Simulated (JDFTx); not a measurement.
Crystal: Ga.

```
Ga
1.0
     2.71648    0.00000    0.00000
     0.00000    2.71648    0.00000
     0.00000    0.00000    2.71648
Ga
1
Direct
  0.00000 0.00000 0.00000
```

The cell was built by a generator and needn't be a form met in nature.

```yaml
Program: JDFTx 1.7.0 (patched build)
Task: relaxation of cell and atoms
Functional: SCAN
Potentials_or_basis: SG15-PBE-1.2 with smoothed tails
Cutoff: 1088 eV
Density_cutoff: 4354 eV
k_mesh: 5 × 5 × 5
Occupations: fermi-dirac, width 0.05 eV
Spin: no spin polarisation
```

At the start: pressure -6.3 GPa; volume 20.05 Å³/atom.

Task: How do energy, volume and symmetry change on relaxing?

Result: Over 6 steps the energy falls by 47.3 meV/atom and the volume is 17.89 Å³/atom (-10.8 %); space group Pm-3m (No. 221, to 0.05 Å).

Step by step:
| step | energy change (eV) | largest force (eV/Å) | pressure (GPa) | volume (Å³) |
| --- | --- | --- | --- | --- |
| 1 | 0.0000 | 0.0000 | -6.26 | 20.05 |
| 2 | -0.0165 | 0.0000 | -5.32 | 19.59 |
| 3 | -0.0458 | 0.0000 | 1.44 | 17.55 |
| 4 | -0.0473 | 0.0000 | -0.03 | 17.90 |
| 5 | -0.0473 | 0.0000 | 0.01 | 17.89 |
| 6 | -0.0473 | 0.0000 | 0.00 | 17.89 |

Final structure:
```xyz
1
Lattice="2.6154 0.0000 0.0000 0.0000 2.6154 0.0000 0.0000 0.0000 2.6154" Properties=species:S:1:pos:R:3 pbc="T T T"
Ga    0.0000    0.0000    0.0000
```

Caveat: the k mesh is coarse (spacing up to 0.46 Å⁻¹), so the values aren't converged; meta-GGA forces are noisy on this grid; the plane waves are those of the starting cell, so after so large a change of volume the result is rough; the potentials were made for another functional, which shifts forces and pressure.
